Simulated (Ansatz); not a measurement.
# Sn (Im-3m) in Ansatz: a series of runs

One crystal, Sn, is run at these levels: r2SCAN; tasks: single point, equation of state.

Everything below comes from runs of Ansatz 0.2.0. Logs are shortened: lines on timing, memory, paths and dates and some standing lists are left out, and cuts for length are marked.

**1. Starting point**

It takes space group Im-3m (No. 229, cubic). Conventional cell: a = 3.789 Å, b = 3.789 Å, c = 3.789 Å, α = 90.00°, β = 90.00°, γ = 90.00°. Around Sn (site symmetry m-3m) lie 8 Sn at 3.28 Å.

This isn't the form of Sn at room conditions, which is tetragonal (white tin).

**2. Single point, r2SCAN, 25.57 Å³/atom (volume scaled by 0.94)**

Contents of input.yaml:

```yaml
crystal:
  lattice:
    - [-1.8559746029, 1.8559746029, 1.8559746029]
    - [1.8559746029, -1.8559746029, 1.8559746029]
    - [1.8559746029, 1.8559746029, -1.8559746029]
  atoms:
    - { symbol: Sn, position: [0.0, 0.0, 0.0] }
hamiltonian:
  xc: r2scan
  pseudopotentials: { kind: paw }
kpoints:
  mp_grid: { grid: [10, 10, 10] }
scf:
  occupations: { method: fermi_dirac, width: 0.05 }
output:
  forces: true
  stress: true
  eigenvalues: true
```

Potentials or basis: Ansatz PAW.

Launch:

```sh
$ ansatz run input.yaml --threads 2 --pin off --max-ram 5632MiB --backend cpu --events-out ev --progress --plain --runs-dir out
```

Log:

```text
Warning: RAYON_NUM_THREADS=2 ignored (pool sized by the plan → 2); use --threads N
Engine: ansatz 0.2.0, x86_64-unknown-linux-gnu
Pseudopotentials: kind: paw
Pseudopotential: Sn, paw, valence charge 14, recommended cutoff 500 eV (meta_gga), Sn.paw.azcp
Functional definition: r2SCAN
  parameter k0 = 0.174
  parameter k1 = 0.065
  parameter a1 = 4.9479
  exchange = r2scan_x(k0 = k0, k1 = k1, a1 = a1)
  correlation = r2scan_c
Crystal: 1 atoms, lattice volume = 25.573 Å³
Basis set: ecut = 500 eV, 627 PW (Γ), exchange–correlation on 96×96×96 points (64 copies of the dense FFT grid, shifted against one another)
Bands: 11, of which v1, the nominal top of the filled ones, is band 7 counted from 1 (6 counted from 0)
Symmetry: 48 space group operations
Space group: Im-3m (ITA 229), of the structure as read, at distance tolerance 2.9e-5 Å
k-points: 47 of 1000
Non-local potential: Sn, projectors of the file, l = 0: 2, l = 1: 2, l = 2: 2, l = 3: 2
PAW form: soft (Blöchl's): semilocal exchange-correlation on the pseudo side does not see the compensation charge
PAW frozen core: Sn, regenerated for the run's functional (the file was generated under x = pbe(κ = 0.804, μ = 0.2195149727645171), c = pbe(β = 0.06672455060314922))
PAW one-centre angular grid: Sn, 590 points (default); XC on 249 of its mesh's 2787 points in the sphere
Initial density: superposition of atomic densities (neutral atoms: chi_scale 0, normalization atom), corrected by the library's trained network
Initial wavefunctions: pseudopotential atomic-orbital guess
Functional: x = r2scan, c = r2scan; τ floored in thin density (d = 2e-4 eV/Å³)
SCF iter   1: F=—  HF=-6038.365757 eV  |F-HF|=—  |Δ(HF+E_count)|=         —  Δρ=5.54e-3  dr2=3.11e-3  dr2_τ=4.29e-4  ethr=1.77e-3  ⟨swp⟩=5.1  Hψ=3093  notcnv=0
preconditioner: auto → Kerker (q_TF=auto, 2.468 Å⁻¹)  [metal: Δε(μ)=0.110 eV  Ē_g=24.648 eV  σ=0.050 eV  W_gap=0.49  n_scr=12 (ndim 8)  ℏωp=27.5 eV  f_vac=0.000  D(μ)=0.61/eV (n_scr^D=0)]
SCF iter   2: F=—  HF=-6038.374732 eV  |F-HF|=—  |Δ(HF+E_count)|=   8.98e-3  Δρ=2.69e-3  dr2=7.23e-4  dr2_τ=2.27e-5  ethr=2.22e-5  ⟨swp⟩=2.2  Hψ=1378  notcnv=0  defer=11
preconditioner: auto → none  [insulator: Δε(μ)=0.125 eV  Ē_g=24.605 eV  σ=0.050 eV  W_gap=0.53  n_scr=12 (ndim 8)  ℏωp=27.5 eV  f_vac=0.000  D(μ)=0.60/eV (n_scr^D=0)  ε∞_Penn≈2.2]
SCF iter   3: F=—  HF=-6038.375209 eV  |F-HF|=—  |Δ(HF+E_count)|=   4.77e-4  Δρ=6.03e-4  dr2=4.04e-5  dr2_τ=2.80e-6  ethr=5.17e-6  ⟨swp⟩=2.0  Hψ=656  notcnv=0  defer=11
SCF iter   4: F=—  HF=-6038.375212 eV  |F-HF|=—  |Δ(HF+E_count)|=   3.42e-6  Δρ=3.92e-5  dr2=3.69e-7  dr2_τ=8.06e-9  ethr=2.89e-7  ⟨swp⟩=2.0  Hψ=786  notcnv=0  defer=11
iter 5 did not close the SCF: its close was put off for the readings that it lacked (scf_convergence_deferred on its scf_iter line)
SCF iter   5: F=-6038.375214 eV  HF=-6038.375214 eV  |F-HF|=3.87e-8  |Δ(HF+E_count)|=   1.23e-6  Δρ=9.93e-6  dr2=1.33e-8  dr2_τ=3.02e-10  ethr=2.64e-9  ⟨swp⟩=2.0  Hψ=842  notcnv=0  defer=11
SCF iter   6: F=-6038.375214 eV  HF=-6038.375214 eV  |F-HF|=3.06e-10  |Δ(HF+E_count)|=   4.23e-8  Δρ=1.01e-6  dr2=1.16e-10  dr2_τ=8.94e-12  ethr=9.51e-11  ⟨swp⟩=3.3  Hψ=1822  notcnv=0
SCF 1 converged in 6 iterations: F = -6038.375214 eV  dr2 = 1.16e-10
SCF converged after 6 iterations
Free energy (F): -6038.375214 eV
Harris-Foulkes:  -6038.375214 eV  (|F-HF|=3.06e-10)
Internal energy: -6038.370367 eV  (E = F + TS)
E sigma→0 (E₀):  -6038.372790 eV
Entropy (-TS):   -0.004846 eV (-4.846 meV/atom)
Fermi energy:    11.733835 eV
--- Per-component energies (eV) ---
  E_band       = -78.181828
  E_kinetic    = 186.491045
  E_local      = -780.323362  (includes V_loc(G=0)·N_el)
  E_nonlocal   = -33.010572
  E_hartree    = 504.618996
  E_xc         = -375.211058
  E_vxc        = -105.273429  (∫ρ·V_xc dr)
  E_paw        = -4158.149701  (= ΣΔE_a)
  E_vpaw       = -362.050930  (= ΣTr[D̂ρ^β])
  E_aug_tail   = -0.000000  (compensation charges beyond the density's cutoff)
  E_vtau       = 6.747573  (kinetic-family band-sum trace: ∫τ·v_τ [+ j·A + Jᵃ·Aᵃ] dr)
  E_ewald      = -1383.521035
  E_core_change = 0.735320  (= ΣΔE_core)
  E_smearing   = -0.004846  (= −TS)
  E_closure    = 0.000000  (closes the sum)
  Σ components = -6038.375214   (vs F -6038.375214, Δ=0.00e0)
--- Forces (eV/Å), atoms counted from 1 ---
  atom   1  Sn    -0.00000000     0.00000000     0.00000000
  max |Σ_I F_I| component: 2.88e-31 eV/Å
--- Stress (GPa, compression-positive) ---
        2.539497       0.000000       0.000000
       -0.000000       2.539497      -0.000000
       -0.000000       0.000000       2.539497
  P = ⅓ Tr σ = 2.5395 GPa (25.395 kbar)
--- Band table (eV; the first three rows and the last of 47) ---
  k-point 0: bands = ["-10.6570", "-10.6570", "-10.6570", "-10.4781", "-10.4781", "-0.4028", "20.7953", "20.7953", "20.7953", "24.7193", "24.7193"]
  k-point 1: bands = ["-10.6629", "-10.6491", "-10.6303", "-10.4845", "-10.4790", "-0.1596", "18.8119", "19.8294", "20.4471", "23.1608", "23.3841"]
  k-point 2: bands = ["-10.6782", "-10.6332", "-10.5595", "-10.4978", "-10.4812", "0.5725", "15.2750", "18.2308", "19.5707", "22.0308", "22.1378"]
  k-point 46: bands = ["-10.6883", "-10.6883", "-10.3961", "-10.3961", "-10.3961", "9.8166", "11.0697", "11.0697", "11.0697", "15.8674", "15.8674"]
```

Wall time 7.8 s (2 threads of Intel Xeon at 2.50GHz (Skylake/Cascade Lake), shared host); peak memory 0.37 GiB.

Results:

```
Free energy            : -6038.3752 eV
Pressure               : 2.5 GPa
Band gap on the k mesh : none (metal or under the smearing width)
```

Caveat: the PAW data sets come from PBE, with cores solved anew for the run's functional, which leaves a small shift of forces and pressure.

**3. Single point, r2SCAN, 26.12 Å³/atom (volume scaled by 0.96)**

Edit input.yaml of step 2 so:

```diff
@@ -2,5 +2,5 @@
   lattice:
-    - [-1.8559746029, 1.8559746029, 1.8559746029]
-    - [1.8559746029, -1.8559746029, 1.8559746029]
-    - [1.8559746029, 1.8559746029, -1.8559746029]
+    - [-1.8690452773, 1.8690452773, 1.8690452773]
+    - [1.8690452773, -1.8690452773, 1.8690452773]
+    - [1.8690452773, 1.8690452773, -1.8690452773]
   atoms:
```

Potentials or basis: Ansatz PAW.

Launch:

```sh
$ ansatz run input.yaml --threads 2 --pin off --max-ram 5632MiB --backend cpu --events-out ev --progress --plain --runs-dir out
```

Wall time 8.8 s (2 threads of Intel Xeon at 2.50GHz (Skylake/Cascade Lake), shared host); peak memory 0.37 GiB.

It converged, with:

```
Free energy            : -6038.3817 eV
Pressure               : 1.3 GPa
Band gap on the k mesh : none (metal or under the smearing width)
```

Caveat: the PAW data sets come from PBE, with cores solved anew for the run's functional, which leaves a small shift of forces and pressure.

**4. Single point, r2SCAN, 26.66 Å³/atom (volume scaled by 0.98)**

Edit input.yaml of step 3 so:

```diff
@@ -2,5 +2,5 @@
   lattice:
-    - [-1.8690452773, 1.8690452773, 1.8690452773]
-    - [1.8690452773, -1.8690452773, 1.8690452773]
-    - [1.8690452773, 1.8690452773, -1.8690452773]
+    - [-1.881935652, 1.881935652, 1.881935652]
+    - [1.881935652, -1.881935652, 1.881935652]
+    - [1.881935652, 1.881935652, -1.881935652]
   atoms:
```

Launch:

```sh
$ ansatz run input.yaml --threads 2 --pin off --max-ram 5632MiB --backend cpu --events-out ev --progress --plain --runs-dir out
```

It used 5.5 s of CPU time on 2 threads of Intel(R) Xeon(R) Processor @ 2.50GHz (Skylake/Cascade Lake) (shared host), which was overloaded at the time.

It converged, with:

| Quantity | Value |
| --- | --- |
| Free energy | -6038.3842 eV |
| Pressure | 0.2 GPa |
| Band gap on the k mesh | none (metal or under the smearing width) |

Caveat: the PAW data sets come from PBE, with cores solved anew for the run's functional, which leaves a small shift of forces and pressure.

**5. Single point, r2SCAN, 27.20 Å³/atom**

Contents of input.yaml:

```yaml
crystal:
  lattice:
    - [-1.8946518192, 1.8946518192, 1.8946518192]
    - [1.8946518192, -1.8946518192, 1.8946518192]
    - [1.8946518192, 1.8946518192, -1.8946518192]
  atoms:
    - { symbol: Sn, position: [0.0, 0.0, 0.0] }
hamiltonian:
  xc: r2scan
  pseudopotentials: { kind: paw }
kpoints:
  mp_grid: { grid: [10, 10, 10] }
scf:
  occupations: { method: fermi_dirac, width: 0.05 }
output:
  forces: true
  stress: true
  eigenvalues: true
  write_density: true
  write_potential: true
  elf: true
  volumetric_format: npy
```

Launch:

```sh
$ ansatz run input.yaml --threads 2 --pin off --max-ram 5632MiB --backend cpu --events-out ev --progress --plain --runs-dir out
```

It used 6.1 s of CPU time on 2 threads of Intel(R) Xeon(R) Processor @ 2.50GHz (Skylake/Cascade Lake), on a shared host, which was overloaded at the time.

The run converged. Its results:

```
Free energy            : -6038.3832 eV
Pressure               : -0.8 GPa
Band gap on the k mesh : none (metal or under the smearing width)
```

Caveat: the PAW data sets come from PBE, with cores solved anew for the run's functional, which leaves a small shift of forces and pressure.

**6. Single point, r2SCAN, 27.75 Å³/atom (volume scaled by 1.02)**

Contents of input.yaml:

```yaml
crystal:
  lattice:
    - [-1.9071995479, 1.9071995479, 1.9071995479]
    - [1.9071995479, -1.9071995479, 1.9071995479]
    - [1.9071995479, 1.9071995479, -1.9071995479]
  atoms:
    - { symbol: Sn, position: [0.0, 0.0, 0.0] }
hamiltonian:
  xc: r2scan
  pseudopotentials: { kind: paw }
kpoints:
  mp_grid: { grid: [10, 10, 10] }
scf:
  occupations: { method: fermi_dirac, width: 0.05 }
output:
  forces: true
  stress: true
  eigenvalues: true
```

Potentials or basis: Ansatz PAW.

Launch:

```sh
$ ansatz run input.yaml --threads 2 --pin off --max-ram 5632MiB --backend cpu --events-out ev --progress --plain --runs-dir out
```

Run time: 7.4 s. Hardware: 2 threads of Intel Xeon at 2.50GHz (Skylake/Cascade Lake), shared host; peak memory 0.37 GiB.

It converged, with:

```
Free energy            : -6038.3791 eV
Pressure               : -1.6 GPa
Band gap on the k mesh : none (metal or under the smearing width)
```

Caveat: the PAW data sets come from PBE, with cores solved anew for the run's functional, which leaves a small shift of forces and pressure.

**7. Single point, r2SCAN, 28.29 Å³/atom (volume scaled by 1.04)**

Edit input.yaml of step 6 so:

```diff
@@ -2,5 +2,5 @@
   lattice:
-    - [-1.9071995479, 1.9071995479, 1.9071995479]
-    - [1.9071995479, -1.9071995479, 1.9071995479]
-    - [1.9071995479, 1.9071995479, -1.9071995479]
+    - [-1.9195843076, 1.9195843076, 1.9195843076]
+    - [1.9195843076, -1.9195843076, 1.9195843076]
+    - [1.9195843076, 1.9195843076, -1.9195843076]
   atoms:
```

Launch:

```sh
$ ansatz run input.yaml --threads 2 --pin off --max-ram 5632MiB --backend cpu --events-out ev --progress --plain --runs-dir out
```

Wall time 8.1 s (2 threads of Intel Xeon at 2.50GHz (Skylake/Cascade Lake), shared host); peak memory 0.38 GiB.

The run converged. Its results:

| Property | Result |
| --- | --- |
| Free energy | -6038.3723 eV |
| Pressure | -2.4 GPa |
| Band gap on the k mesh | none (metal or under the smearing width) |

Caveat: the PAW data sets come from PBE, with cores solved anew for the run's functional, which leaves a small shift of forces and pressure.

**8. Single point, r2SCAN, 28.84 Å³/atom (volume scaled by 1.06)**

Edit input.yaml of step 7 so:

```diff
@@ -2,5 +2,5 @@
   lattice:
-    - [-1.9195843076, 1.9195843076, 1.9195843076]
-    - [1.9195843076, -1.9195843076, 1.9195843076]
-    - [1.9195843076, 1.9195843076, -1.9195843076]
+    - [-1.9318112889, 1.9318112889, 1.9318112889]
+    - [1.9318112889, -1.9318112889, 1.9318112889]
+    - [1.9318112889, 1.9318112889, -1.9318112889]
   atoms:
```

Launch:

```sh
$ ansatz run input.yaml --threads 2 --pin off --max-ram 5632MiB --backend cpu --events-out ev --progress --plain --runs-dir out
```

It took 8 s on 2 threads of Intel Xeon at 2.50GHz (Skylake/Cascade Lake), shared host; peak memory 0.38 GiB.

It converged, with:

```yaml
Free_energy: -6038.3631 eV
Pressure: -3.1 GPa
Band_gap_on_the_k_mesh: none (metal or under the smearing width)
```

Caveat: the PAW data sets come from PBE, with cores solved anew for the run's functional, which leaves a small shift of forces and pressure.

**9. Equation of state, r2SCAN**

Potentials or basis: Ansatz PAW.

No new run: the results of the series are fitted here.

Results:

```
Equilibrium volume                      : 26.77 Å³/atom
Bulk modulus                            : 49 GPa
Pressure derivative of the bulk modulus : 4.9
```

Energy against volume, from the lowest point:
```
volume (Å³/atom)  energy (meV/atom)
          25.573               8.96
          26.117               2.51
          26.661               0.00
          27.205               0.97
          27.749               5.04
          28.293              11.85
          28.837              21.11
```

Caveat: the PAW data sets were made with another functional, which shifts forces and pressure a little.
